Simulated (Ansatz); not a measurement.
Level of theory: DFT PBE, scalar-relativistic, plane waves, PAW in Ansatz 0.2.0. All cells share a 420 eV cutoff and Γ-centred k meshes spaced at most about 0.3 Å⁻¹ (about 0.25 or finer for metals, 2π included). No spin polarisation in the final relaxations.

These are static total energies at zero pressure.

Two relaxed structures of Al:

A.

```yaml
crystal:
  lattice:
    - [2.72156, 0.00000, 0.00000]
    - [0.00000, 2.72156, 0.00000]
    - [0.00000, 0.00000, 2.72156]
  atoms:
    - { symbol: Al, position: [0.50000, 0.50000, 0.50000] }
```

B.

```yaml
crystal:
  lattice:
    - [4.54673, 0.00000, 0.00000]
    - [-2.27337, 3.93758, 0.00000]
    - [0.00000, 0.00000, 2.75393]
  atoms:
    - { symbol: Al, position: [0.33333, 0.66667, 0.50000] }
    - { symbol: Al, position: [0.66667, 0.33333, 0.50000] }
```

Problem. Which would you expect to be lower, and how large is the difference?

Solution. A is lower, by 127 meV/atom. A has the simple cubic type, space group Pm-3m (No. 221), 20.2 Å³/atom and no gap on its mesh; B has space group P6/mmm (No. 191), 24.7 Å³/atom and no gap. Counting all near atoms (those within 1.25 times the shortest distance at each site), A has Al 6 and B has Al 5. The denser one is the lower, and pressure would at first widen the difference. In A, around Al lie 6 Al at 2.72 Å. In B, Al has 5 Al at 2.63–2.75 Å. Both come from invented guesses. The part of the Crystallography Open Database at hand lists Al in space groups No. 225, 229; no cell shown has one of them.

Cells relaxed within their symmetry can be saddle points.
